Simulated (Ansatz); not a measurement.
# Ga on a N site in GaN

Method: Ansatz, DFT PBE, scalar-relativistic, plane waves, PAW. Run with 420 eV cutoff, 3×3×3 k-mesh, Gaussian smearing of 0.01 eV, collinear spin in charge -1 alone.

Host crystal, relaxed:

```
Ga N
1.0
     3.21837    0.00000    0.00000
    -1.60919    2.78719    0.00000
     0.00000    0.00000    5.24317
Ga N
2 2
Cartesian
  1.6092 0.9291 2.6170
  0.0000 1.8581 5.2386
  1.6092 0.9291 4.5923
  0.0000 1.8581 1.9707
```

Supercell of 48 atoms, rows in host cell vectors: 0 2 1; -2 -2 1; 2 0 1. Atoms relax at the host's cell, keeping the symmetry that the supercell leaves at the site. The cell is small, so energies carry finite-size errors of tenths of an eV. The host's Kohn–Sham gap is 1.71 eV. Atoms are taken from and returned to the elements' standard states. Charged cells are corrected for image charges with the computed static dielectric tensor (mean 10.9) and aligned with the host's potential at far atoms (alignment terms reach 0.63 eV; the program doubts the alignment in some charges, where it is up to 0.63 eV). No band-filling term is added, and the Fermi level counts from the host's valence band top.

Defect: Ga on a N site set at (0.667, 0.333, 0.876) of the host cell. Before relaxation its nearest neighbours are 3 Ga at 1.97 Å, 1 Ga at 1.98 Å.

| charge | E_f at the valence band top (eV) | over the neutral state (eV) | moment (μB) | largest move (Å) | atoms near the site |
| --- | --- | --- | --- | --- | --- |
| 0 | 6.75 | 0.00 | 0.00 | 0.32 | 1 Ga at 2.22 Å, 3 Ga at 2.30 Å |
| -1 | 8.45 | 1.70 | 1.00 | 0.28 | 1 Ga at 2.21 Å, 3 Ga at 2.25 Å |
| -2 | 10.74 | 3.99 | 0.00 | 0.25 | 3 Ga at 2.20 Å, 1 Ga at 2.21 Å |

Among the charges computed the stable one is 0 at the valence band top, changing to -1 at 1.70 eV. In charge -2 the extra carrier would gain by moving to a band edge of the host, so it isn't bound in the gap. In charge 0, -1 the cell has partly filled bands: a level of the defect may be part filled, the carrier may sit in the host's bands, or levels may cross between the k points, so transitions that involve it are doubtful. Without the alignment that the program doubts, the level (0/-1) would lie at 1.98 eV, outside the gap, so these runs don't decide whether the defect changes charge there.

Cost: 4 runs of about 86 core-minutes in all, on Arm Neoverse V1 (shared hosts).